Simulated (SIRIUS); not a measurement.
**HgTe (Coloradoite) in SIRIUS: the effect of functional**

The system is HgTe (Coloradoite).

```
Hg Te
1.0
     0.00000    3.21450    3.21450
     3.21450    0.00000    3.21450
     3.21450    3.21450    0.00000
Hg Te
1 1
Direct
  0.00000 0.00000 0.00000
  0.75000 0.75000 0.75000
```

Alike in all runs:

* Program: SIRIUS 7.12.0
* Task: single point
* Potentials or basis: PseudoDojo 0.4.1 PBE standard (scalar relativistic)
* Cutoff: 1102 eV
* Density cutoff: 4408 eV
* k mesh: 6 × 6 × 6
* Occupations: fermi-dirac, width 0.05 eV
* Spin: no spin polarisation

| functional | pressure (GPa) |
| --- | --- |
| LDA | 0.4 |
| PBEsol | 1.9 |
| RPBE | 6.4 |
| revPBE | 5.9 |
| BLYP | 7.9 |
| PW91 | ? |
| AM05 | 2.4 |
| APBE | 5.6 |
| rPW86PBE | 7.2 |
| WC | 2.1 |

Problem. What does the run with functional PW91 give?

Solution. Pressure 4.5 GPa.

Caveats: the potentials were made for another functional, which shifts forces and pressure.

Runs at the PBE level aren't shown here.
